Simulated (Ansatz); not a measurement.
**Bands of AgI**

```
Ag I
1.0
     4.58000    0.00000    0.00000
    -2.29000    3.96640    0.00000
     0.00000    0.00000    7.51000
Ag I
2 2
Direct
  0.33333 0.66667 0.00000
  0.66667 0.33333 0.50000
  0.33333 0.66667 0.37500
  0.66667 0.33333 0.87500
```

Atoms are numbered in the order listed.

The cell is COD entry 1011050, as deposited and not checked against the literature; nothing was relaxed. It is an old determination, and later ones may differ.

No spin–orbit coupling, which matters for the heavy atoms here.

These are results of Ansatz 0.2.0, DFT, PBE, all-electron LAPW, scalar-relativistic, not measurements.

The runs use a Γ-centred 8×8×4 k mesh, Fermi–Dirac smearing of 0.01 eV, basis error target 0.5 meV/atom, no spin polarisation.

Points in fractions of the reciprocal vectors of this cell: Γ (0, 0, 0), M (0.5, 0, 0), K (0.333, 0.333, 0), A (0, 0, 0.5), L (0.5, 0, 0.5), H (0.333, 0.333, 0.5). The path joins them by straight lines in the order Γ–M–K–Γ–A–L–H–A–L; legs that retrace an earlier one aren't tabulated. Energies are in eV from the top of the valence band.

Q: Metal or insulator at this level of theory?

A: An insulator or semiconductor: gap 1.36 eV, direct at Γ.

Q: Tabulate bands 52 to 57, counted from the lowest band of the run, along the path.

A: 
| k (1/Å) | point | band 52 | band 53 | band 54 | band 55 | band 56 | band 57 |
| --- | --- | --- | --- | --- | --- | --- | --- |
| 0.00 | Γ | -0.08 | 0.00 | 0.00 | 1.36 | 2.64 | 5.76 |
| 0.11 |  | -0.23 | -0.11 | -0.03 | 1.60 | 2.81 | 5.58 |
| 0.23 |  | -0.66 | -0.21 | -0.13 | 2.08 | 3.20 | 5.26 |
| 0.34 |  | -1.13 | -0.36 | -0.28 | 2.56 | 3.55 | 5.05 |
| 0.45 |  | -1.38 | -0.57 | -0.44 | 2.95 | 3.67 | 5.01 |
| 0.57 |  | -1.59 | -0.79 | -0.59 | 3.20 | 3.64 | 4.94 |
| 0.68 |  | -1.74 | -0.98 | -0.69 | 3.31 | 3.60 | 4.84 |
| 0.79 | M | -1.80 | -1.05 | -0.73 | 3.33 | 3.59 | 4.80 |
| 0.86 |  | -1.81 | -1.07 | -0.76 | 3.39 | 3.65 | 4.79 |
| 0.92 |  | -1.85 | -1.12 | -0.84 | 3.53 | 3.83 | 4.75 |
| 0.99 |  | -1.87 | -1.19 | -0.95 | 3.73 | 4.08 | 4.69 |
| 1.05 |  | -1.84 | -1.28 | -1.07 | 3.96 | 4.34 | 4.60 |
| 1.12 |  | -1.76 | -1.37 | -1.19 | 4.17 | 4.51 | 4.52 |
| 1.18 |  | -1.66 | -1.44 | -1.30 | 4.34 | 4.46 | 4.57 |
| 1.25 | K | -1.55 | -1.55 | -1.34 | 4.38 | 4.52 | 4.52 |
| 1.38 |  | -1.83 | -1.27 | -1.23 | 4.24 | 4.43 | 4.63 |
| 1.51 |  | -2.07 | -1.00 | -0.97 | 3.85 | 4.45 | 4.77 |
| 1.64 |  | -1.70 | -0.72 | -0.69 | 3.39 | 4.23 | 5.13 |
| 1.77 |  | -1.22 | -0.44 | -0.43 | 2.84 | 3.86 | 5.04 |
| 1.90 |  | -0.77 | -0.25 | -0.20 | 2.24 | 3.36 | 5.20 |
| 2.03 |  | -0.28 | -0.12 | -0.05 | 1.67 | 2.86 | 5.54 |
| 2.16 | Γ | -0.08 | 0.00 | 0.00 | 1.36 | 2.64 | 5.76 |
| 2.22 |  | -0.16 | -0.01 | -0.01 | 1.44 | 2.64 | 5.77 |
| 2.28 |  | -0.35 | -0.04 | -0.04 | 1.64 | 2.66 | 5.73 |
| 2.34 |  | -0.60 | -0.08 | -0.08 | 1.90 | 2.68 | 5.60 |
| 2.40 |  | -0.59 | -0.14 | -0.14 | 2.15 | 2.70 | 5.48 |
| 2.46 |  | -0.52 | -0.21 | -0.21 | 2.38 | 2.71 | 5.44 |
| 2.52 |  | -0.45 | -0.29 | -0.29 | 2.55 | 2.71 | 5.48 |
| 2.58 | A | -0.37 | -0.37 | -0.37 | 2.66 | 2.66 | 5.63 |
| 2.70 |  | -0.51 | -0.42 | -0.42 | 2.82 | 2.82 | 5.43 |
| 2.81 |  | -0.81 | -0.54 | -0.54 | 3.18 | 3.18 | 5.12 |
| 2.92 |  | -1.09 | -0.72 | -0.72 | 3.47 | 3.47 | 4.95 |
| 3.03 |  | -1.23 | -0.92 | -0.92 | 3.49 | 3.49 | 4.95 |
| 3.15 |  | -1.26 | -1.09 | -1.09 | 3.38 | 3.38 | 4.93 |
| 3.26 |  | -1.26 | -1.21 | -1.21 | 3.29 | 3.29 | 4.89 |
| 3.37 | L | -1.26 | -1.26 | -1.26 | 3.25 | 3.25 | 4.86 |
| 3.44 |  | -1.34 | -1.21 | -1.21 | 3.29 | 3.29 | 4.89 |
| 3.50 |  | -1.45 | -1.19 | -1.19 | 3.42 | 3.42 | 4.97 |
| 3.57 |  | -1.59 | -1.18 | -1.18 | 3.58 | 3.58 | 5.11 |
| 3.64 |  | -1.73 | -1.17 | -1.17 | 3.73 | 3.73 | 5.30 |
| 3.70 |  | -1.85 | -1.16 | -1.16 | 3.85 | 3.85 | 5.50 |
| 3.77 |  | -1.93 | -1.15 | -1.15 | 3.91 | 3.91 | 5.64 |
| 3.83 | H | -1.95 | -1.15 | -1.15 | 3.93 | 3.93 | 5.69 |
| 3.96 |  | -1.86 | -1.16 | -1.16 | 3.89 | 3.89 | 5.56 |
| 4.09 |  | -1.62 | -1.17 | -1.17 | 3.85 | 3.85 | 5.32 |
| 4.22 |  | -1.34 | -1.13 | -1.13 | 3.82 | 3.82 | 5.07 |
| 4.35 |  | -1.16 | -0.89 | -0.89 | 3.69 | 3.69 | 4.91 |
| 4.48 |  | -0.90 | -0.62 | -0.62 | 3.32 | 3.32 | 5.04 |
| 4.62 |  | -0.55 | -0.43 | -0.43 | 2.87 | 2.87 | 5.38 |
| 4.75 | A | -0.37 | -0.37 | -0.37 | 2.66 | 2.66 | 5.63 |

Kohn–Sham gaps of semilocal functionals usually fall short of measured ones.
